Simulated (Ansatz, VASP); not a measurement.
# CdSe in VASP and in Ansatz

INCAR

```
SYSTEM = CdSe
PREC     = Accurate       ! precision mode
ENCUT    = 520            ! plane-wave cutoff, eV
EDIFF    = 1E-7           ! SCF threshold, eV
ISMEAR   = 0              ! smearing method
SIGMA    = 0.05           ! smearing width, eV
LREAL    = .FALSE.        ! projectors in reciprocal space
LASPH    = .TRUE.         ! aspherical terms in the spheres
NELM     = 80             ! most SCF steps
ALGO     = Normal         ! electronic algorithm
ISIF     = 2              ! what is computed and relaxed
LWAVE    = .FALSE.        ! write WAVECAR
LCHARG   = .FALSE.        ! write CHGCAR
GGA      = PE             ! functional
NBANDS   = 16             ! bands
```

KPOINTS

```
regular mesh
0
G
  10 10 10
  0 0 0
```

POSCAR

```
CdSe
1.0
    0.0000000000      3.1386154355      3.1386154355
    3.1386154355      0.0000000000      3.1386154355
    3.1386154355      3.1386154355      0.0000000000
Cd Se
1 1
Direct
    0.0000000000      0.0000000000      0.0000000000
    0.7500000000      0.7500000000      0.7500000000
```

Input for Ansatz:

```yaml
crystal:
  lattice:
    - [0.0, 3.1386154355, 3.1386154355]
    - [3.1386154355, 0.0, 3.1386154355]
    - [3.1386154355, 3.1386154355, 0.0]
  atoms:
    - { symbol: Cd, position: [0.0, 0.0, 0.0] }
    - { symbol: Se, position: [0.75, 0.75, 0.75] }
basis:
  ecutwfc: 420
kpoints:
  mp_grid: { grid: [10, 10, 10] }
hamiltonian:
  xc: pbe
scf:
  occupations: { method: gaussian, width: 0.05 }
output:
  forces: true
  stress: true
  eigenvalues: true
  populations: true
```

Alike in both runs: task single point; functional PBE; k mesh 10 × 10 × 10; occupations gaussian, width 0.05 eV; no spin polarisation.

|  | VASP | Ansatz |
| --- | --- | --- |
| version | VASP 6.6.1 | Ansatz 0.2.0 |
| potentials or method | VASP PAW PBE potentials, release 64 (Cd, Se) | scalar-relativistic, plane waves, PAW |
| plane-wave cutoff (eV) | 520 | 420 |
| valence electrons in the cell | 18 | 36 |

VASP gave:

* gap on the k mesh at the Fermi level (eV): 0.41
* least direct gap on the mesh (eV): 0.41
* pressure (GPa): -1.4

Question: Which values does Ansatz return?

Answer: gap on the k mesh at the Fermi level (eV): 0.41; least direct gap on the mesh (eV): 0.41; pressure (GPa): -1.6.

The two sets of potentials don't hold the same shells in valence.
